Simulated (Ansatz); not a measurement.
# BN under pressure

All numbers below come from DFT LDA, scalar-relativistic, plane waves, PAW (Ansatz 0.2.0). Settings: 420 eV plane-wave cutoff, Γ-centred 12×12×12 mesh, fixed occupations. No spin polarisation. Phonons by linear response, acoustic sum rule imposed.

Equilibrium structure at this level:
```
B N
1.0
     2.47721    0.00243   -0.23771
    -1.22930    2.15067    0.23772
    -0.93303   -0.89743    3.28246
B N
1 1
Direct
  0.99112 0.99147 0.99398
  0.65702 0.32442 0.99283
```

The crystal is built of layers and no dispersion correction was added, so the binding between them is poorly described, and with it their spacing and whatever depends on it.

Optical modes at Γ (cm⁻¹) at zero pressure: 758, 1387.

Task: Under hydrostatic pressure the same modes lie at 726, 1408 cm⁻¹. What is the pressure, and how much has the cell shrunk?

Result: 5 GPa; the volume is 9.6 % smaller.

This form isn't the usual stable structure of the compound at low pressure.

Cost: 2 runs of about 2.8 core-minutes in all, on Intel Xeon Platinum 8259CL (Skylake/Cascade Lake) (shared hosts).